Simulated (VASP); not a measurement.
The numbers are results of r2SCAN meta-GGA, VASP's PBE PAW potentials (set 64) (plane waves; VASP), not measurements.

The input files of a VASP run:

File POSCAR:
```
AlSb
1.0
  0.0000000000   3.0914156127   3.0914156127
  3.0914156127   0.0000000000   3.0914156127
  3.0914156127   3.0914156127   0.0000000000
Al Sb
1 1
Cartesian
  0.0000000000   0.0000000000   0.0000000000
  1.5457078064   1.5457078064   1.5457078064
```

INCAR:
```
ALGO  =  Normal
EDIFF  =  1E-7
EDIFFG  =  -0.01
ENCUT  =  480
IBRION  =  2
ISIF  =  3
ISMEAR  =  0
LASPH  =  T
LCHARG  =  F
LMAXMIX  =  4
LMIXTAU  =  T
LREAL  =  F
LWAVE  =  F
METAGGA  =  R2SCAN
NELM  =  100
NSW  =  40
PREC  =  Accurate
PSTRESS  =  150
SIGMA  =  0.05
SYSTEM  =  AlSb
```

**KPOINTS**
```
Automatic mesh
0
Gamma
  8 8 8
```

POTCAR, in this order: Al Sb (PBE.64 set). Program: vasp_std.

The run wrote:

File OSZICAR:
```
...
DAV:   7    -0.328860962276E+02    0.37698E-01   -0.20406E-01   480   0.288E+00    0.494E-01
DAV:   8    -0.329312503766E+02   -0.45154E-01   -0.10940E-01   464   0.256E+00    0.462E-01
DAV:   9    -0.329385352703E+02   -0.72849E-02   -0.13295E-02   464   0.915E-01    0.138E-01
DAV:  10    -0.329451450765E+02   -0.66098E-02   -0.96369E-03   464   0.904E-01    0.738E-02
DAV:  11    -0.329462000148E+02   -0.10549E-02   -0.18324E-03   512   0.403E-01    0.411E-02
DAV:  12    -0.329463727167E+02   -0.17270E-03   -0.23109E-04   464   0.149E-01    0.225E-02
DAV:  13    -0.329464086226E+02   -0.35906E-04   -0.12587E-04   488   0.107E-01    0.755E-03
DAV:  14    -0.329464272287E+02   -0.18606E-04   -0.23578E-05   496   0.541E-02    0.254E-03
DAV:  15    -0.329464279835E+02   -0.75486E-06   -0.46258E-07   664   0.677E-03    0.330E-03
DAV:  16    -0.329464281338E+02   -0.15026E-06   -0.27817E-08   288   0.174E-03    0.290E-03
DAV:  17    -0.329464292237E+02   -0.10899E-05   -0.32987E-07   464   0.630E-03    0.170E-03
DAV:  18    -0.329464293941E+02   -0.17041E-06   -0.47581E-08   296   0.245E-03    0.115E-03
DAV:  19    -0.329464293236E+02    0.70523E-07   -0.27060E-09   232   0.488E-04
   1 F= -.27414421E+02 E0= -.27414421E+02  d E =-.274144E+02
       N       E                     dE             d eps       ncg     rms          rms(c)
DAV:   1    -0.314681028345E+02    0.14783E+01   -0.48217E+01   568   0.440E+01    0.664E+00
DAV:   2    -0.306527567534E+02    0.81535E+00   -0.13856E+00   592   0.905E+00    0.380E+00
DAV:   3    -0.302468601983E+02    0.40590E+00   -0.79428E-01   480   0.585E+00    0.661E-01
DAV:   4    -0.303163517591E+02   -0.69492E-01   -0.88305E-02   512   0.242E+00    0.895E-01
DAV:   5    -0.303246248434E+02   -0.82731E-02   -0.91415E-03   616   0.963E-01    0.583E-01
DAV:   6    -0.303125227196E+02    0.12102E-01   -0.75449E-03   480   0.104E+00    0.862E-02
DAV:   7    -0.303242149468E+02   -0.11692E-01   -0.59914E-03   464   0.970E-01    0.635E-02
DAV:   8    -0.303246996340E+02   -0.48469E-03   -0.62040E-04   496   0.273E-01    0.297E-02
DAV:   9    -0.303246935345E+02    0.60995E-05   -0.96889E-05   568   0.121E-01    0.802E-03
DAV:  10    -0.303247327262E+02   -0.39192E-04   -0.37020E-05   464   0.770E-02    0.231E-03
DAV:  11    -0.303247338300E+02   -0.11038E-05   -0.11737E-06   576   0.147E-02    0.231E-03
DAV:  12    -0.303247333838E+02    0.44617E-06   -0.20225E-07   512   0.735E-03    0.223E-04
DAV:  13    -0.303247337532E+02   -0.36938E-06   -0.79202E-08   328   0.444E-03    0.304E-04
DAV:  14    -0.303247337505E+02    0.26625E-08   -0.84741E-09   240   0.162E-03
   2 F= -.26722507E+02 E0= -.26722507E+02  d E =0.691913E+00
       N       E                     dE             d eps       ncg     rms          rms(c)
DAV:   1    -0.329120054581E+02   -0.25873E+01   -0.15165E+01   584   0.212E+01    0.350E+00
DAV:   2    -0.326401363349E+02    0.27187E+00   -0.10047E+00   528   0.683E+00    0.231E+00
DAV:   3    -0.325839867139E+02    0.56150E-01   -0.27294E-01   464   0.359E+00    0.305E-01
DAV:   4    -0.326030484142E+02   -0.19062E-01   -0.50341E-02   600   0.166E+00    0.515E-01
DAV:   5    -0.326059467701E+02   -0.28984E-02   -0.58067E-03   480   0.650E-01    0.372E-01
DAV:   6    -0.325858372496E+02    0.20110E-01   -0.10842E-02   464   0.111E+00    0.394E-02
DAV:   7    -0.326051947317E+02   -0.19357E-01   -0.10354E-02   464   0.115E+00    0.516E-02
DAV:   8    -0.326060068972E+02   -0.81217E-03   -0.31122E-04   552   0.185E-01    0.504E-02
DAV:   9    -0.326060043452E+02    0.25520E-05   -0.12423E-05   672   0.358E-02    0.606E-03
DAV:  10    -0.326060603740E+02   -0.56029E-04   -0.25081E-05   480   0.614E-02    0.431E-03
DAV:  11    -0.326060589328E+02    0.14411E-05   -0.16177E-06   480   0.183E-02    0.196E-03
DAV:  12    -0.326060609822E+02   -0.20494E-05   -0.10620E-06   512   0.155E-02    0.352E-04
DAV:  13    -0.326060603038E+02    0.67847E-06   -0.31853E-07   496   0.840E-03    0.238E-04
DAV:  14    -0.326060603944E+02   -0.90660E-07   -0.23384E-08   288   0.178E-03
   3 F= -.27937923E+02 E0= -.27937923E+02  d E =-.523502E+00
       N       E                     dE             d eps       ncg     rms          rms(c)
DAV:   1    -0.325656584608E+02    0.40402E-01   -0.20632E-02   600   0.822E-01    0.130E-01
DAV:   2    -0.325653773718E+02    0.28109E-03   -0.10542E-03   544   0.241E-01    0.812E-02
DAV:   3    -0.325652362279E+02    0.14114E-03   -0.39649E-04   472   0.132E-01    0.121E-02
DAV:   4    -0.325652580347E+02   -0.21807E-04   -0.36404E-05   576   0.477E-02    0.149E-02
DAV:   5    -0.325652624008E+02   -0.43662E-05   -0.47682E-06   512   0.218E-02    0.103E-02
DAV:   6    -0.325652525314E+02    0.98694E-05   -0.83860E-06   480   0.399E-02    0.203E-03
DAV:   7    -0.325652630379E+02   -0.10507E-04   -0.12141E-05   464   0.474E-02    0.140E-03
DAV:   8    -0.325652647788E+02   -0.17409E-05   -0.70002E-07   496   0.989E-03    0.131E-03
DAV:   9    -0.325652651721E+02   -0.39326E-06   -0.14357E-07   464   0.468E-03    0.212E-04
DAV:  10    -0.325652650808E+02    0.91277E-07   -0.16263E-08   248   0.194E-03
   4 F= -.27940202E+02 E0= -.27940202E+02  d E =-.525781E+00
       N       E                     dE             d eps       ncg     rms          rms(c)
DAV:   1    -0.325483565057E+02    0.16909E-01   -0.32648E-03   624   0.327E-01    0.521E-02
DAV:   2    -0.325483094417E+02    0.47064E-04   -0.16730E-04   552   0.959E-02    0.323E-02
DAV:   3    -0.325482867286E+02    0.22713E-04   -0.62654E-05   488   0.524E-02    0.483E-03
DAV:   4    -0.325482906691E+02   -0.39405E-05   -0.56723E-06   584   0.188E-02    0.600E-03
DAV:   5    -0.325482922219E+02   -0.15528E-05   -0.75104E-07   520   0.886E-03    0.414E-03
DAV:   6    -0.325482909029E+02    0.13190E-05   -0.13954E-06   480   0.163E-02    0.830E-04
DAV:   7    -0.325482929647E+02   -0.20617E-05   -0.19928E-06   464   0.192E-02    0.565E-04
DAV:   8    -0.325482931773E+02   -0.21263E-06   -0.10765E-07   456   0.384E-03    0.517E-04
DAV:   9    -0.325482932691E+02   -0.91792E-07   -0.24474E-08   240   0.196E-03
   5 F= -.27940276E+02 E0= -.27940276E+02  d E =-.525856E+00
       N       E                     dE             d eps       ncg     rms          rms(c)
DAV:   1    -0.325614136485E+02   -0.13120E-01   -0.19267E-03   600   0.251E-01    0.397E-02
DAV:   2    -0.325613904555E+02    0.23193E-04   -0.10024E-04   560   0.742E-02    0.248E-02
DAV:   3    -0.325613775862E+02    0.12869E-04   -0.36690E-05   472   0.404E-02    0.370E-03
DAV:   4    -0.325613788082E+02   -0.12220E-05   -0.34800E-06   592   0.146E-02    0.451E-03
DAV:   5    -0.325613778477E+02    0.96054E-06   -0.45236E-07   504   0.670E-03    0.312E-03
DAV:   6    -0.325613765067E+02    0.13410E-05   -0.78197E-07   480   0.122E-02    0.623E-04
DAV:   7    -0.325613768757E+02   -0.36900E-06   -0.11280E-06   464   0.145E-02    0.428E-04
DAV:   8    -0.325613771498E+02   -0.27408E-06   -0.64587E-08   320   0.304E-03    0.337E-04
DAV:   9    -0.325613771448E+02    0.50056E-08   -0.16002E-08   232   0.160E-03
   6 F= -.27940261E+02 E0= -.27940261E+02  d E =0.151819E-04
       N       E                     dE             d eps       ncg     rms          rms(c)
DAV:   1    -0.325541834037E+02    0.71937E-02   -0.58961E-04   600   0.139E-01    0.220E-02
DAV:   2    -0.325541740954E+02    0.93082E-05   -0.30475E-05   560   0.410E-02    0.137E-02
DAV:   3    -0.325541699590E+02    0.41364E-05   -0.11244E-05   472   0.223E-02    0.205E-03
DAV:   4    -0.325541708574E+02   -0.89839E-06   -0.10575E-06   592   0.808E-03    0.249E-03
DAV:   5    -0.325541714744E+02   -0.61703E-06   -0.13537E-07   440   0.369E-03    0.169E-03
DAV:   6    -0.325541713661E+02    0.10836E-06   -0.23365E-07   480   0.660E-03    0.378E-04
DAV:   7    -0.325541718541E+02   -0.48799E-06   -0.34010E-07   464   0.792E-03    0.255E-04
DAV:   8    -0.325541718654E+02   -0.11302E-07   -0.20172E-08   232   0.169E-03
   7 F= -.27940305E+02 E0= -.27940305E+02  d E =-.280890E-04
```

File OUTCAR:
```
------------------------ aborting loop because EDIFF is reached ----------------------------------------
  FORCE on cell =-STRESS in cart. coord.  units (eV):
  Direction    XX          YY          ZZ          XY          YZ          ZX
  --------------------------------------------------------------------------------------
  Total        4.6136528      4.6136528      4.6136528     -0.0000000      0.0000000      0.0000000
  in kB      149.9930241    149.9930241    149.9930241     -0.0000000      0.0000000      0.0000000
  external PRESSURE =      -0.0069759 kB  Pullay stress =     150.0000000 kB
  volume of cell :       49.28
      direct lattice vectors                 reciprocal lattice vectors
     0.000000000  2.909945203  2.909945203    -0.171824541  0.171824541  0.171824541
     2.909945203  0.000000000  2.909945203     0.171824541 -0.171824541  0.171824541
     2.909945203  2.909945203  0.000000000     0.171824541  0.171824541 -0.171824541
 POSITION                                       TOTAL-FORCE (eV/Angst)
 -----------------------------------------------------------------------------------
      0.00000      0.00000      0.00000        -0.000000      0.000000     -0.000000
      1.45497      1.45497      1.45497         0.000000     -0.000000      0.000000
 -----------------------------------------------------------------------------------
    total drift:                                0.000001      0.000001      0.000001
  FREE ENERGIE OF THE ION-ELECTRON SYSTEM (eV)
  ---------------------------------------------------
  free  energy   TOTEN  =       -32.5541718654 eV

  energy  without entropy=      -32.5541718654  energy(sigma->0) =      -32.55417187
  enthalpy is  TOTEN    =       -27.9403045085 eV   P V=        4.6138673568

 reached required accuracy - stopping structural energy minimisation
```
(Selected blocks of OUTCAR.)

File CONTCAR:
```
AlSb
   1.00000000000000
     0.0000000000000000    2.9099452028308876    2.9099452028308876
     2.9099452028308876    0.0000000000000000    2.9099452028308876
     2.9099452028308876    2.9099452028308876    0.0000000000000000
  Al              Sb
     1     1
Direct
     0.0000000000000000    0.0000000000000000    0.0000000000000000
     0.2500000000000000    0.2500000000000000    0.2500000000000000
```

File OUTCAR:
```
 val. band max:        6.3239525058   @ k =   0.0000   0.0000   0.0000

 cond. band min:       7.4718583626   @ k =   0.5000   0.5000   0.0000


 Fermi energy:         6.5535005887

 k-point     1 :       0.0000    0.0000    0.0000
  band No.  band energies     occupation
      1      -5.8847      2.00000
      2       6.3240      2.00000
      3       6.3240      2.00000
      4       6.3240      2.00000
      5       9.8177      0.00000
      6       9.8177      0.00000
      7       9.8177      0.00000
      8       9.9661      0.00000

 k-point     2 :       0.1250    0.0000    0.0000
  band No.  band energies     occupation
      1      -5.7019      2.00000
      2       4.8305      2.00000
      3       6.0851      2.00000
      4       6.0851      2.00000
      5       9.5438      0.00000
      6      10.1711      0.00000
      7      10.1711      0.00000
      8      11.4185      0.00000

 k-point     3 :       0.2500    0.0000    0.0000
  band No.  band energies     occupation
      1      -5.1800      2.00000
      2       2.5861      2.00000
      3       5.6470      2.00000
      4       5.6470      2.00000
      5       9.0524      0.00000
      6      10.5884      0.00000
      7      10.5884      0.00000
      8      13.4905      0.00000

 k-point     4 :       0.3750    0.0000    0.0000
  band No.  band energies     occupation
      1      -4.4517      2.00000
      2       0.7242      2.00000
      3       5.3146      2.00000
      4       5.3146      2.00000
      5       8.7101      0.00000
      6      10.4746      0.00000
      7      10.4746      0.00000
      8      13.6546      0.00000

 k-point     5 :       0.5000    0.0000    0.0000
  band No.  band energies     occupation
      1      -4.0127      2.00000
      2      -0.1028      2.00000
      3       5.1960      2.00000
      4       5.1960      2.00000
      5       8.5933      0.00000
      6      10.3541      0.00000
      7      10.3541      0.00000
...
```

Energy and stress use the plane-wave basis of the starting cell. Unless said otherwise, spin-orbit coupling is left out, though it shifts the bands of the heavy elements here.

The compound is AlSb in the zinc blende structure. This run relaxes it under an external pressure of 15 GPa. Symmetry was kept, so distortions that lower it aren't found.
